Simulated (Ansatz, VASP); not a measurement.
# TiO2 (Rutile): VASP beside Ansatz

File INCAR:

```
SYSTEM = TiO2
ALGO = Normal ; EDIFF = 1E-6
ENCUT = 520 ; GGA = PE
ISIF = 2 ; ISMEAR = -1
LASPH = .True. ; LCHARG = .True.
LELF = .True. ; LREAL = .False.
LVHAR = .True. ; LWAVE = .False.
NBANDS = 33 ; NELM = 80
PREC = Accurate ; SIGMA = 0.02
```

The input KPOINTS:

```
k-points
0
Gamma
  6 6 8
  0 0 0
```

File POSCAR:

```
TiO2
1.0
    4.5968462420      0.0000000000      0.0000000000
    0.0000000000      4.5968462420      0.0000000000
    0.0000000000      0.0000000000      2.9535012919
Ti O
2 4
Direct
    0.0000000000      0.0000000000      0.0000000000
    0.5000000000      0.5000000000      0.5000000000
    0.3046429943      0.3046429943      0.0000000000
    0.1953570057      0.8046429943      0.5000000000
    0.6953570057      0.6953570057      0.0000000000
    0.8046429943      0.1953570057      0.5000000000
```

Input for Ansatz:

```yaml
crystal:
  lattice:
    - [4.596846242, 0.0, 0.0]
    - [0.0, 4.596846242, 0.0]
    - [0.0, 0.0, 2.9535012919]
  atoms:
    - { symbol: Ti, position: [0.0, 0.0, 0.0] }
    - { symbol: Ti, position: [0.5, 0.5, 0.5] }
    - { symbol: O, position: [0.3046429943, 0.3046429943, 0.0] }
    - { symbol: O, position: [0.1953570057, 0.8046429943, 0.5] }
    - { symbol: O, position: [0.6953570057, 0.6953570057, 0.0] }
    - { symbol: O, position: [0.8046429943, 0.1953570057, 0.5] }
kpoints:
  mp_grid: { grid: [6, 6, 8] }
  band_path:
    path:
      - [[0.0, 0.0, 0.0], [0.0, 0.5, 0.0], [0.5, 0.5, 0.0], [0.0, 0.0, 0.0], [0.0, 0.0, 0.5], [0.0, 0.5, 0.5], [0.5, 0.5, 0.5], [0.0, 0.0, 0.5]]
      - [[0.0, 0.5, 0.0], [0.0, 0.5, 0.5]]
      - [[0.5, 0.5, 0.0], [0.5, 0.5, 0.5]]
    npoints: 10
hamiltonian:
  xc: pbe
scf:
  occupations: { method: fermi_dirac, width: 0.02 }
  n_extra_bands: 5
output:
  forces: true
  stress: true
  eigenvalues: true
```

Alike in both runs: task single point; functional PBE; k mesh 6 × 6 × 8; occupations fermi-dirac, width 0.02 eV; no spin polarisation.

|  | VASP | Ansatz |
| --- | --- | --- |
| version | VASP 6.6.1 | Ansatz 0.2.0 |
| potentials or method | VASP PAW PBE potentials, release 64 (Ti_sv, O) | plane waves, PAW |
| plane-wave cutoff (eV) | 520 | 420 |
| valence electrons in the cell | 48 | 48 |

```tsv
	VASP	Ansatz	Ansatz less VASP
gap on the k mesh at the Fermi level (eV)	1.86	1.89	+0.027
pressure (GPa)	5.9	5.2	-0.69
largest component of the traceless stress (GPa)	0.04	0.17	+0.127
rms of the force components (eV/Å)	0.038	0.026	-0.0125
```

Atom by atom the forces differ by 0.013 eV/Å (rms over components). The functional is the same, so the differences come from potentials, cutoffs and numerics.

A k mesh can miss the band edges.
